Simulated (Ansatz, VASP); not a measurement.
**C: VASP beside Ansatz**

```
C
1.0
     2.40083   -2.46030    0.00000
     2.40083    2.46030    0.00000
     0.00000    0.00000    4.45944
C
6
Direct
  0.50000 0.50000 0.25000
  0.50000 0.50000 0.75000
  0.49816 0.19369 0.00000
  0.50184 0.80631 0.00000
  0.19369 0.49816 0.50000
  0.80631 0.50184 0.50000
```

Alike in both runs: functional PBE; k mesh 6 × 6 × 4; occupations gaussian, width 0.1 eV; no spin polarisation.

Ansatz relaxed the structure, and its values are those at the end. VASP's run is a single point on that final structure, the one shown.

|  | VASP | Ansatz |
| --- | --- | --- |
| version | VASP 6.6.1 | Ansatz 0.2.0 |
| potentials or method | VASP PAW PBE potentials, release 64 (C) | scalar-relativistic, plane waves, PAW |
| plane-wave cutoff (eV) | 520 | 420 |
| valence electrons in the cell | 24 | 24 |

Ansatz gave:

* gap on the k mesh at the Fermi level (eV): 0.65
* least direct gap on the mesh (eV): 2.06
* pressure (GPa): 0.1

Q: Which values does VASP return?

A: gap on the k mesh at the Fermi level (eV): 0.65; least direct gap on the mesh (eV): 2.06; pressure (GPa): 0.3.
